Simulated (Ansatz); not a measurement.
# HgTe (I-4m2) in Ansatz: a series of runs, part 2 of 2

Ansatz 0.2.0. Earlier steps stand in the parts before.

### 3 Phonons, PBEsol

input.yaml

```yaml
crystal:
  lattice:
    - [-3.045603, 3.045603, 1.55941]
    - [3.045603, -3.045603, 1.55941]
    - [3.045603, 3.045603, -1.55941]
  atoms:
    - { symbol: Hg, position: [0.75, 0.25, 0.5] }
    - { symbol: Te, position: [0.0, 0.0, 0.0] }
kpoints:
  mp_grid: { grid: [10, 10, 10] }
scf:
  occupations: { method: fermi_dirac, width: 0.05 }
hamiltonian:
  xc: pbesol
  pseudopotentials: { kind: all_electron, datasets: crystal }
output: {}
phonons:
  method: dfpt
```

Potentials or basis: all-electron PAW datasets made for the crystal.

Command:

```
$ ansatz run input.yaml --threads 1 --pin off --max-ram 3072MiB --backend cpu --events-out ev --progress --plain --runs-dir out
```

Standard output:

```text
Warning: RAYON_NUM_THREADS=1 ignored (pool sized by the plan → 1); use --threads N
hamiltonian.pseudopotentials.datasets: crystal makes datasets for this crystal and solves the spheres of its atoms anew in each pass: cutoff 270.0 eV, the density's 1080.0 eV; for an error of 0.50 meV an atom under PBE, 1.0 meV for the cell; an energy difference from a run of another recipe may be off by several times the error for the cell, under r2SCAN by more, where some 0.1 meV an atom stays at smaller errors; in a run that uses the all-electron wave functions in the spheres, carries its plane waves along with the cell (elastic.basis: deformed) or is on a recipe of such a run or, without exact exchange, of a hybrid, they include no finite-basis correction of the energy (for plane waves above the cutoff): energies differ from those of runs with it by up to 1.1 meV an atom at a dataset_error of 0.2 meV (4 under r2SCAN), and by more at a larger error or with an open f shell (one dataset_recipe, of a run without it, keeps both alike, but for a hybrid, which always has it); Te in spheres of 1.376 Å, 6 of its electrons in bands, 10 on its site; Hg in spheres of 1.376 Å, 12 of its electrons in bands, 8 on its site; only band paths and densities of states list, in semicore columns, the levels of the semicore shells that are solved separately: 4d of Te, 5s of Hg, 5p of Hg
zone centre: on kpoints.mp_grid the ground state, and the responses unless they are solved on pairs of k-points, stand on 171 of the mesh's 1000 k-points, reduced under 4 symmetry operations, with k and −k counted as one. Each operation leaves every solved displacement unchanged or reverses it
Engine: ansatz 0.2.0, x86_64-unknown-linux-gnu
Pseudopotentials: kind: all_electron
Pseudopotential: Hg, paw, valence charge 20, recommended cutoff 270 eV (normal), crystal/all_electron/pbesol/scalar/gaussian/Hg, Koelling and Harmon's equation, gaussian nucleus
Pseudopotential: Te, paw, valence charge 16, recommended cutoff 270 eV (normal), crystal/all_electron/pbesol/scalar/gaussian/Te, Koelling and Harmon's equation, gaussian nucleus
Functional definition: PBEsol
  exchange = pbesol_x
  correlation = pbesol_c
Crystal: 2 atoms, lattice volume = 57.858 Å³
Basis set: ecut = 270 eV, 577 PW (Γ), exchange–correlation on 50×50×50 points (8 copies of the dense FFT grid, shifted against one another)
Bands: 13, of which v1, the nominal top of the filled ones, is band 9 counted from 1 (8 counted from 0)
Symmetry: 8 space group operations
k-points: 171 of 1000 (irreducible under 4 space group operations, time reversal used)
Non-local potential: Hg, projectors of the file, l = 0: 1, l = 1: 1, l = 2: 2
Non-local potential: Te, projectors of the file, l = 0: 1, l = 1: 1
PAW form: soft (Blöchl's): semilocal exchange-correlation on the pseudo side does not see the compensation charge
PAW one-centre angular grid: Hg, 590 points (default); XC on its mesh's 1813 points in the sphere
PAW one-centre angular grid: Te, 110 points (default); XC on its mesh's 1857 points in the sphere
Initial density: superposition of atomic densities (neutral atoms: chi_scale 0, normalization atom)
Initial wavefunctions: pseudopotential atomic-orbital guess
Functional: x = pbesol(κ = 0.804, μ = 0.12345679012345678), c = pbesol(β = 0.046)
iter 1 solved again at ethr=4.03e-3 eV; its pass at ethr=1.00e-1 eV (dr2=7.26e-1 eV) is discarded
SCF iter   1: F=—  HF=-718490.511033 eV  |F-HF|=—  |Δ(HF+E_count)|=         —  Δρ=2.05e-2  dr2=6.21e-1  ethr=4.03e-3  ⟨swp⟩=4.5  Hψ=13896  notcnv=0
preconditioner: auto → none  [metal: Δε(μ)=0.010 eV  Ē_g=9.636 eV  σ=0.050 eV  W_gap=0.05  n_scr=8 (ndim 8)  ℏωp=20.7 eV  f_vac=0.000  D(μ)=0.85/eV (n_scr^D=4)  sad-step TF]
SCF iter   2: F=—  HF=-718490.369493 eV  |F-HF|=—  |Δ(HF+E_count)|=   1.42e-1  Δρ=1.07e-2  dr2=1.54e-1  ethr=3.45e-3  ⟨swp⟩=2.7  Hψ=4610  notcnv=0  defer=4
iter 3 solved again at ethr=1.48e-5 eV; its pass at ethr=8.54e-4 eV (dr2=2.67e-3 eV) is discarded
SCF iter   3: F=—  HF=-718490.327506 eV  |F-HF|=—  |Δ(HF+E_count)|=   4.20e-2  Δρ=2.11e-3  dr2=2.76e-3  ethr=1.48e-5  ⟨swp⟩=3.0  Hψ=10881  notcnv=0  defer=2
SCF iter   4: F=—  HF=-718490.328611 eV  |F-HF|=—  |Δ(HF+E_count)|=   1.10e-3  Δρ=1.82e-3  dr2=2.86e-3  ethr=1.48e-5  ⟨swp⟩=3.0  Hψ=5474  notcnv=0  defer=1
SCF iter   5: F=—  HF=-718490.328022 eV  |F-HF|=—  |Δ(HF+E_count)|=   5.89e-4  Δρ=5.23e-4  dr2=1.27e-4  ethr=1.48e-5  ⟨swp⟩=2.9  Hψ=4160  notcnv=0
SCF iter   6: F=—  HF=-718490.328093 eV  |F-HF|=—  |Δ(HF+E_count)|=   7.11e-5  Δρ=1.96e-4  dr2=5.65e-5  ethr=7.03e-7  ⟨swp⟩=3.0  Hψ=6091  notcnv=0
SCF iter   7: F=—  HF=-718490.328075 eV  |F-HF|=—  |Δ(HF+E_count)|=   1.82e-5  Δρ=2.94e-5  dr2=6.06e-7  ethr=3.14e-7  ⟨swp⟩=3.0  Hψ=4488  notcnv=0
SCF iter   8: F=—  HF=-718490.328075 eV  |F-HF|=—  |Δ(HF+E_count)|=   1.39e-7  Δρ=3.49e-6  dr2=8.58e-9  ethr=3.37e-9  ⟨swp⟩=3.0  Hψ=6132  notcnv=0
SCF iter   9: F=—  HF=-718490.328075 eV  |F-HF|=—  |Δ(HF+E_count)|=  5.82e-10  Δρ=6.43e-7  dr2=2.62e-10  ethr=4.77e-11  ⟨swp⟩=3.0  Hψ=4498  notcnv=0
SCF iter  10: F=—  HF=-718490.328075 eV  |F-HF|=—  |Δ(HF+E_count)|=  6.98e-10  Δρ=2.31e-7  dr2=3.69e-11  ethr=1.46e-12  ⟨swp⟩=3.0  Hψ=4875  notcnv=0
SCF iter  11: F=-718490.328075 eV  HF=-718490.328075 eV  |F-HF|=0.00e0  |Δ(HF+E_count)|=  6.98e-10  Δρ=4.43e-8  dr2=1.45e-12  ethr=1.00e-12  ⟨swp⟩=2.0  Hψ=3812  notcnv=0
SCF 1 converged in 11 iterations: F = -718490.328075 eV  dr2 = 1.45e-12
the response reads at least the filled bands of the reference SCF and the lowest empty band at each k-point, and that SCF's band table does not vouch for those bands. The notice of the band table in this run's record says why
DFPT response loops at Γ: preconditioner auto → Kerker (q_TF=auto, 2.246 Å⁻¹) (partly filled bands, converged f_vac=0.000); β = 1.00, the filter's whole step (`scf.mixing.beta` (0.50) is not read by the response loops under this deck's `scf.mixing.preconditioner`; to damp them name `kerker` or `kerker_dos`, under which they read `scf.mixing.beta`, and type it under 1.00, their step now; both keys bind the ground state too); Broyden in place of MSR1
SCF converged after 11 iterations
Free energy (F): -718490.328075 eV
Harris-Foulkes:  -718490.328075 eV  (|F-HF|=0.00e0)
Internal energy: -718490.317995 eV  (E = F + TS)
E sigma→0 (E₀):  -718490.323035 eV
Entropy (-TS):   -0.010080 eV (-5.040 meV/atom)
Past the cutoff: waves up to 1.5 times it would add -0.000203 eV an atom, which no energy here includes
By the cutoff:   a pressure is off by up to 0.011 GPa (6 times that energy over an atom's volume, and 0.004 GPa: a bound that held against runs at twice the plane waves)
Past the cutoffs: a stress includes 0.0016 GPa for waves and charges beyond them
In the spheres:  the bands' charges fall short by 4.5e-6 e at most (sound up to 1e-3), those of shells solved beside the bands by 3.5e-7 e (sound up to 5e-4)
Fermi energy:    13.275111 eV
--- Per-component energies (eV) ---
  E_band       = 134.722521
  E_kinetic    = 232.585309
  E_local      = -3872.162746  (includes V_loc(G=0)·N_el)
  E_nonlocal   = 346.563360
  E_hartree    = 1876.652824
  E_xc         = -164.385926
  E_vxc        = -186.651641  (∫ρ·V_xc dr)
  E_paw        = -724462.906708  (= ΣΔE_a)
  E_vpaw       = -12060.756794  (= ΣTr[D̂ρ^β])
  E_ewald      = -4368.503501
  E_smearing   = -0.010080  (= −TS)
  E_closure    = 11921.839394  (closes the sum)
  Σ components = -718490.328075   (vs F -718490.328075, Δ=0.00e0)
  The terms above E_closure are by the made datasets' own strengths, without shells solved beside the bands.
--- Band table (eV; the first three rows and the last of 171) ---
  k-point 0: bands = ["0.8630", "5.8995", "6.6055", "6.6852", "7.1185", "7.1185", "9.8284", "10.8830", "10.8830", "16.8011", "17.8872", "20.1520", "20.1520"]
  k-point 1: bands = ["0.9050", "5.8972", "6.6087", "6.6499", "7.1176", "7.1249", "9.1815", "11.0013", "11.5448", "16.7690", "17.9538", "19.6109", "19.8045"]
  k-point 2: bands = ["1.0209", "5.8897", "6.5641", "6.6023", "7.1157", "7.1395", "8.3094", "11.3281", "12.4820", "16.6835", "17.7051", "18.5737", "19.7117"]
  k-point 170: bands = ["1.4801", "5.8603", "6.9013", "7.1486", "7.1486", "7.1755", "8.9045", "8.9844", "8.9844", "16.4656", "20.6722", "21.2715", "21.2715"]
--- Phonons (Γ-DFPT): 4 representative perturbations + reference, on 171 of 1000 k-points (Σ response iterations 50) ---
  k mesh reduced under 4 symmetry operations, with k and −k counted as one. Each operation leaves every solved displacement unchanged or reverses it
  ASR residual: 1.152e-4 → 0.000e0 eV/Å²; symmetrization residual: 4.362e-5 eV/Å²
  ASR residual per site (eV/Å²): 1.89e-5 1.15e-4
  Γ frequencies (cm⁻¹): 0.00 0.00 0.00 25.00 60.74 60.74
  non-analytic LO–TO correction: not included (Born effective charges unavailable; polar crystals: no LO–TO splitting at Γ)
```

second_order_force_constants.tsv:

```text
# format = ansatz-second-order-force-constants/2
# a1_ang = -3.045603e0 3.045603e0 1.55941e0
# a2_ang = 3.045603e0 -3.045603e0 1.55941e0
# a3_ang = 3.045603e0 3.045603e0 -1.55941e0
[... 27 lines left out ...]
0	0	0	0	0	0	1.0579870471203494e0	-0e0	3.549874073494553e-30	-0e0	1.0579870471203494e0	3.944304526105059e-31	3.549874073494553e-30	3.944304526105059e-31	1.7927977256270372e-1
0	1	0	0	0	1	-1.0579870471203494e0	0e0	-3.549874073494553e-30	0e0	-1.0579870471203494e0	-3.944304526105059e-31	-3.549874073494553e-30	-3.944304526105059e-31	-1.7927977256270372e-1
1	0	0	0	0	0	-1.0579870471203494e0	0e0	-3.549874073494553e-30	0e0	-1.0579870471203494e0	-3.944304526105059e-31	-3.549874073494553e-30	-3.944304526105059e-31	-1.7927977256270372e-1
1	1	0	0	0	1	1.0579870471203494e0	-0e0	3.549874073494553e-30	-0e0	1.0579870471203494e0	3.944304526105059e-31	3.549874073494553e-30	3.944304526105059e-31	1.7927977256270372e-1
```

It took 21 min on 1 thread of Intel Xeon at 2.50GHz (Skylake/Cascade Lake), shared host; peak memory 1.3 GiB.

Results:

```
Free energy                   : -718490.3281 eV
Band gap on the k mesh        : none (metal or under the smearing width)
Highest phonon frequency at Γ : 61 cm⁻¹
```

Phonon frequencies in cm⁻¹ (negative: imaginary):
| q point | frequencies |
| --- | --- |
| (0.000, 0.000, 0.000) | 0 0 0 25 61 61 |

Caveat: a metal's response needs a denser mesh; the program warned that the printed levels may be off, so bands, gaps and densities of states are rough. Spin-orbit coupling is left out, which matters for the levels of Hg, Te.
